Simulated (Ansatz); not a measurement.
input.yaml

```yaml
crystal:
  lattice:
    - [0.0, 2.3885, 2.3885]
    - [2.3885, 0.0, 2.3885]
    - [2.3885, 2.3885, 0.0]
  atoms:
    - { symbol: B, position: [0.0, 0.0, 0.0] }
    - { symbol: As, position: [0.25, 0.25, 0.25] }
basis:
  ecutwfc: 420
kpoints:
  mp_grid: { grid: [6, 6, 6] }
hamiltonian:
  xc: pbe
scf:
  occupations: { method: gaussian, width: 0.1 }
output:
  forces: true
  stress: true
  eigenvalues: true
```

Run as
```bash
ansatz run input.yaml --threads 1 --pin off --max-ram 2560MiB --backend cpu --events-out ev --progress --plain --runs-dir out
```

Level of theory: DFT PBE, scalar-relativistic, plane waves, PAW in Ansatz.

Part of what the program printed, abridged:

```
Pseudopotentials: kind: paw
Pseudopotential: B, paw, valence charge 3, recommended cutoff 420 eV (normal)
Pseudopotential: As, paw, valence charge 15, recommended cutoff 420 eV (normal)
Functional definition: PBE
Crystal: 2 atoms, lattice volume = 27.252 Å³
Basis set: ecut = 420 eV, 531 PW (Γ), exchange–correlation on 48×48×48 points (8 copies of the dense FFT grid, shifted against one another)
Bands: 13, of which v1, the nominal top of the filled ones, is band 9 counted from 1 (8 counted from 0)
Symmetry: 24 space group operations
Space group: F-43m (ITA 216), of the structure as read, at distance tolerance 3.0e-5 Å
k-points: 16 of 216 (time reversal used)
Initial density: superposition of atomic densities (neutral atoms: chi_scale 0, normalization atom), corrected by the library's trained network
Initial wavefunctions: pseudopotential atomic-orbital guess
Functional: x = pbe(κ = 0.804, μ = 0.21951497), c = pbe(β = 0.06672455)
SCF iter   1: F=—  HF=-5012.081530 eV  |F-HF|=—  |Δ(HF+E_count)|=         —  Δρ=8.65e-4  dr2=1.40e-4  ethr=1.77e-3  ⟨swp⟩=5.1  Hψ=1179  notcnv=0
SCF iter   2: F=—  HF=-5012.081536 eV  |F-HF|=—  |Δ(HF+E_count)|=   5.95e-6  Δρ=4.67e-4  dr2=3.64e-5  ethr=7.77e-7  ⟨swp⟩=2.4  Hψ=487  notcnv=0
SCF iter   3: F=—  HF=-5012.081573 eV  |F-HF|=—  |Δ(HF+E_count)|=   3.67e-5  Δρ=2.10e-4  dr2=6.76e-6  ethr=2.02e-7  ⟨swp⟩=2.0  Hψ=350  notcnv=0
SCF iter   4: F=—  HF=-5012.081585 eV  |F-HF|=—  |Δ(HF+E_count)|=   1.26e-5  Δρ=3.86e-5  dr2=4.08e-7  ethr=3.76e-8  ⟨swp⟩=2.0  Hψ=271  notcnv=0
SCF iter   5: F=-5012.081585 eV  HF=-5012.081585 eV  |F-HF|=1.59e-8  |Δ(HF+E_count)|=   1.59e-8  Δρ=8.24e-6  dr2=1.40e-8  ethr=2.27e-9  ⟨swp⟩=2.0  Hψ=352  notcnv=0
SCF iter   6: F=-5012.081585 eV  HF=-5012.081585 eV  |F-HF|=1.76e-9  |Δ(HF+E_count)|=   2.12e-8  Δρ=3.09e-6  dr2=2.92e-9  ethr=7.75e-11  ⟨swp⟩=2.0  Hψ=658  notcnv=0
SCF 1 converged in 6 iterations: F = -5012.081585 eV  dr2 = 2.92e-9
SCF converged after 6 iterations
Free energy (F): -5012.081585 eV
Harris-Foulkes:  -5012.081585 eV  (|F-HF|=1.76e-9)
Internal energy: -5012.081585 eV  (E = F + TS)
E sigma→0 (E₀):  -5012.081585 eV
Fermi energy:    11.769444 eV
--- Per-component energies (eV) ---
  E_band       = -210.158264
  E_kinetic    = 152.187546
  E_local      = -1694.072836  (includes V_loc(G=0)·N_el)
  E_nonlocal   = -657.821163
  E_hartree    = 940.154486
  E_xc         = -111.434969
  E_vxc        = -117.669024  (∫ρ·V_xc dr)
  E_paw        = -1915.319659  (= ΣΔE_a)
  E_vpaw       = 226.906683  (= ΣTr[D̂ρ^β])
  E_aug_tail   = 0.000007  (compensation charges beyond the density's cutoff)
  E_ewald      = -1725.774997
  E_smearing   =  0.000000  (= −TS)
--- Forces (eV/Å), atoms counted from 1 ---
  atom   1  B      0.00000000     0.00000000     0.00000000
  atom   2  As     0.00000000     0.00000000     0.00000000
--- Stress (GPa, compression-positive) ---
        2.807681       0.000000       0.000000
        0.000000       2.807681       0.000000
        0.000000       0.000000       2.807681
  P = ⅓ Tr σ = 2.8077 GPa (28.077 kbar)
--- Band table (eV; the first three rows and the last of 16) ---
  k-point 0: bands = ["-24.6779", "-24.6779", "-24.6779", "-24.6556", "-24.6556", "-4.2734", "11.1319", "11.1319", "11.1319", "14.4103", "14.4103", "14.4103", "15.8058"]
  k-point 1: bands = ["-24.6771", "-24.6759", "-24.6759", "-24.6554", "-24.6554", "-3.8203", "8.1749", "10.4507", "10.4507", "14.4318", "15.2984", "15.2984", "17.7796"]
  k-point 2: bands = ["-24.6754", "-24.6730", "-24.6730", "-24.6542", "-24.6542", "-2.5541", "4.3959", "9.6171", "9.6171", "13.9926", "15.9691", "15.9691", "19.8275"]
  k-point 15: bands = ["-24.6781", "-24.6670", "-24.6622", "-24.6593", "-24.6516", "0.0262", "2.9360", "5.9840", "6.1810", "14.9163", "15.1259", "19.8006", "20.0341"]
```

The calculation finished and met its thresholds.

Time: 0.87 s on 1 thread of Arm Neoverse V1 (shared host), peak memory 0.26 GiB.

The k mesh is coarse.